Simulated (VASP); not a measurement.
Given:

```yaml
crystal:
  lattice:
    - [0.00000, 3.11100, 3.11100]
    - [3.11100, 0.00000, 3.11100]
    - [3.11100, 3.11100, 0.00000]
  atoms:
    - { symbol: Zn, position: [0.00000, 0.00000, 0.00000] }
    - { symbol: Te, position: [0.25000, 0.25000, 0.25000] }
```

Level of theory: PBE GGA, VASP's PBE PAW potentials (set 64) (plane waves; VASP 6.6.1). Numerical set-up: 400 eV cut-off, 6×6×6 Γ-centred mesh, Gaussian smearing of 0.050 eV, potentials Zn Te.

Unless said otherwise, spin-orbit coupling is left out, though it shifts the bands of the heavy elements here.

Task: Predict the energy per atom (σ→0), band gap (on the k-mesh) with the smallest direct gap where there is one.

Result: 
```yaml
band gap (on the k-mesh): 0.98 eV
smallest direct gap (on the k-mesh): 0.98 eV
energy per atom (σ→0): -2.588 eV/atom
```

The absolute energy has meaning only against runs of the same code, potentials and settings.

The compound is ZnTe in the zinc blende structure. The cell was not relaxed at this level.
